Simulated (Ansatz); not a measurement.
# ZnS: the cost of one run

Program: Ansatz 0.2.0. Level of theory: DFT PBEsol, scalar-relativistic, plane waves, PAW. These are calculated values, not measurements.

The COD entry's cell or inner coordinates are ideal or old and differ from later refinements, so a difference from it is no clean test against experiment.

16 further runs of the same task are left out: 16 set aside as unsound or not needed.

### 1 The system as given

It takes space group P6_3mc (No. 186, hexagonal). The conventional cell has a = 3.785 Å, b = 3.785 Å, c = 18.575 Å, α = 90.00°, β = 90.00°, γ = 120.00°. Zn (site symmetry 3m) has 4 S at 2.32 Å as nearest neighbours. Around S (site symmetry 3m) lie 4 Zn at 2.32 Å.

As a file:

```cif
data_structure
_symmetry_space_group_name_H-M 'P 1'
_symmetry_Int_Tables_number 1
_cell_length_a 3.7852
_cell_length_b 3.7852
_cell_length_c 18.5748
_cell_angle_alpha 90.000
_cell_angle_beta 90.000
_cell_angle_gamma 120.000
_cell_volume 230.48
loop_
_atom_site_label
_atom_site_type_symbol
_atom_site_fract_x
_atom_site_fract_y
_atom_site_fract_z
_atom_site_occupancy
Zn1 Zn 0.00000 0.00000 0.00003 1
Zn2 Zn 0.00000 0.00000 0.50003 1
Zn3 Zn 0.33333 0.66667 0.16682 1
Zn4 Zn 0.66667 0.33333 0.66682 1
Zn5 Zn 0.66667 0.33333 0.33328 1
Zn6 Zn 0.33333 0.66667 0.83328 1
S1 S 0.00000 0.00000 0.12511 1
S2 S 0.00000 0.00000 0.62511 1
S3 S 0.33333 0.66667 0.29164 1
S4 S 0.66667 0.33333 0.79164 1
S5 S 0.66667 0.33333 0.45813 1
S6 S 0.33333 0.66667 0.95813 1
```

This cell was relaxed beforehand with the same method: volume 19.21 Å³/atom, gap on the mesh 2.11 eV.

### 2 The scan

Atoms count from 1 in the order of the input.

The energy is mapped over a free internal coordinate and the cell.

First coordinate, shift of Zn3 along [0 0 1], its symmetry partners moved as symmetry demands (measured in the relaxed cell): 7 values from −0.278 Å. Second coordinate, c/a of the conventional cell at fixed volume: 7 values from 4.515 to 5.300.

Nothing else is relaxed (all other coordinates fixed). Energies count from the relaxed crystal. Points are written as (first, second).

### 3 The run at (0.185 Å, 4.515)

The input, input.yaml:

```yaml
crystal:
  lattice:
    - [3.8919133123, 0.0, 0.0]
    - [-1.9459566561, 3.3704957978, 0.0]
    - [0.0, 0.0, 17.5704318396]
  atoms:
    - { symbol: Zn, position: [0.0, 0.0, 2.77175e-05] }
    - { symbol: Zn, position: [0.0, 0.0, 0.5000277175] }
    - { symbol: Zn, position: [0.3333333333, 0.6666666667, 0.1767974572] }
    - { symbol: Zn, position: [0.6666666667, 0.3333333333, 0.6767974572] }
    - { symbol: Zn, position: [0.6666666667, 0.3333333333, 0.333275358] }
    - { symbol: Zn, position: [0.3333333333, 0.6666666667, 0.833275358] }
    - { symbol: S, position: [0.0, 0.0, 0.1251125986] }
    - { symbol: S, position: [0.0, 0.0, 0.6251125986] }
    - { symbol: S, position: [0.3333333333, 0.6666666667, 0.2916367831] }
    - { symbol: S, position: [0.6666666667, 0.3333333333, 0.7916367831] }
    - { symbol: S, position: [0.6666666667, 0.3333333333, 0.4581259436] }
    - { symbol: S, position: [0.3333333333, 0.6666666667, 0.9581259436] }
basis:
  ecutwfc: 520.0
kpoints:
  mp_grid: { grid: [9, 9, 2] }
hamiltonian:
  xc: pbesol
scf:
  occupations: { method: gaussian, width: 0.05 }
output:
  forces: true
  stress: true
  eigenvalues: true
```

Command:

```sh
> ansatz run input.yaml --threads 4 --pin off --max-ram 8192MiB --backend cpu --events-out ev --progress --plain --runs-dir out
```

Q: Estimate wall time and peak memory on 4 threads of Arm Neoverse V1, shared host.

About 15 s, with a peak of 0.94 GiB.
